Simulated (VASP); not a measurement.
**Li: single point with PBE**

The system is Li.

```
Li
1.0
     6.98000    0.00000    0.00000
     0.00000    6.98000    0.00000
     0.00000    0.00000    6.98000
Li
16
Cartesian
  -0.1819 0.2081 -0.0414
  3.3724 -0.4477 0.1086
  0.0667 3.4304 0.2736
  0.2440 0.4403 3.2958
  1.8300 1.5449 1.5315
  3.5078 3.3344 0.5609
  3.3013 0.2195 3.4967
  5.2037 1.6149 1.6523
  0.0218 3.2477 3.7284
  1.4685 5.3498 2.0099
  1.8829 1.8213 5.0403
  3.4878 3.7816 3.3022
  5.4147 5.2790 1.9036
  5.9253 1.5972 4.6890
  2.0314 5.0483 5.1375
  5.1417 5.2093 5.6382
```

The cell was built by a generator and needn't be a form met in nature.

```json
{
 "Program": "VASP 6.6.1",
 "Task": "single point",
 "Functional": "PBE",
 "Potentials or basis": "VASP PAW PBE potentials, release 64 (Li_sv)",
 "Cutoff": "520 eV",
 "k mesh": "3 × 3 × 3",
 "Occupations": "fermi-dirac, width 0.11 eV",
 "Spin": "no spin polarisation"
}
```

```
Largest force          : 1.835 eV/Å
Band gap on the k mesh : none (metal or under the smearing width)
```

Forces on the atoms (eV/Å):
```
Li   0.329 -0.222 -0.096
Li  -0.042  0.316  0.165
Li   0.021  0.017 -0.225
Li   0.252 -0.905 -0.316
Li  -0.139  0.165  0.146
Li   0.031  0.304 -0.621
Li   0.455 -0.268 -0.055
Li  -0.018 -0.026  0.183
Li   0.354  0.984 -0.691
Li   0.120 -0.118 -0.189
Li   0.227  0.101  0.567
Li   0.184 -0.350  0.098
Li  -0.040  0.179  0.126
Li  -1.468 -0.125  1.094
Li  -0.493  0.151  0.227
Li   0.226 -0.203 -0.414
```

Levels at points of the mesh, in eV from the Fermi level:
```tsv
k point	band 21	band 22	band 23	band 24	band 25	band 26	band 27	band 28
(0.00, 0.00, 0.00)	-1.11	-0.98	-0.90	0.24	0.25	0.35	0.39	0.45
```

Wall time 3.7 min on 1 thread of Intel(R) Xeon(R) 6975P-C (Granite Rapids) (shared host), peak memory 0.42 GiB.

Caveat: forces of over 1 eV/Å show positions far from the minimum, so gaps and moduli don't describe the material at rest.
